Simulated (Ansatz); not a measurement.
# Si: C interstitial

Computed with DFT r2SCAN, scalar-relativistic, plane waves, PAW (Ansatz 0.2.0). (500 eV cutoff, 2×2×2 k-mesh, shifted by half a step, Gaussian smearing of 0.01 eV, collinear spin in charge +1 alone)

Host crystal, relaxed:

```
Si
1.0
     0.00000    2.72185    2.72185
     2.72185    0.00000    2.72185
     2.72185    2.72185    0.00000
Si
2
Direct
  0.75000 0.75000 0.75000
  0.50000 0.50000 0.50000
```

Supercell of 32 atoms, rows in host cell vectors: -1 3 -1; -1 -1 3; 3 -1 -1. Atoms relax at the host's cell from a start displaced at random by 0.06 Å near the defect, so other minima may exist. The cell is small, so energies carry finite-size errors of tenths of an eV. The host's Kohn–Sham gap is 0.77 eV. Atoms are taken from and returned to the elements' standard states. Charged cells are corrected for image charges with the computed static dielectric tensor (mean 11.7) and aligned with the host's potential at far atoms (alignment terms reach 0.10 eV). No band-filling term is added, and the Fermi level counts from the host's valence band top.

With moments and this functional the run may sit in a state above the lowest one.

Defect: C interstitial set at (0.000, 0.000, 0.000) of the host cell. In charges +1, 0 some atom moved by up to 1.7 Å, so the relaxed defect can differ in kind from the start. Before relaxation its nearest neighbours are 4 Si at 2.36 Å, 6 Si at 2.72 Å.

```tsv
charge	E_f at the valence band top (eV)	over the neutral state (eV)	moment (μB)	largest move (Å)	atoms near the site
+1	3.55	-0.06	1.00	1.69	1 Si at 1.76 Å, 2 Si at 1.85 Å
0	3.61	0.00	0.00	1.65	1 Si at 1.74 Å, 2 Si at 1.81 Å
```

Among the charges computed the stable one is +1 at the valence band top, changing to 0 at 0.06 eV. Other sites of the defect weren't tried.

Cost: 3 runs of about 81 core-minutes in all, on Intel Xeon Processor @ 2.50GHz (Skylake/Cascade Lake) (shared hosts).